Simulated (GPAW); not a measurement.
The system is Zn.

```
CELL_PARAMETERS angstrom
2.67000 0.00000 0.00000
-1.33500 2.31229 0.00000
0.00000 0.00000 4.96600
ATOMIC_POSITIONS crystal
Zn 0.66667 0.33333 0.75000
Zn 0.33333 0.66667 0.25000
```

Base run:

| Property | Result |
| --- | --- |
| Program | GPAW 26.7.0 |
| Functional | AM05 |
| Potentials or basis | PAW data sets generated in the run's folder for this functional |
| Cutoff | 600 eV |
| Basis | pw |
| k mesh | 11 × 11 × 6 |
| Occupations | fermi-dirac, width 0.05 eV |
| Spin | no spin polarisation |

Its results: pressure -5.9 GPa.

Q: The run is repeated on the same cell with these changes: functional from AM05 to PBEint; k mesh from 11 × 11 × 6 to 8 × 8 × 4. What comes out?

A: Pressure -4.2 GPa.

Several settings changed at once, so the effect can't be laid on one alone.

Not every run made on this cell is shown here.
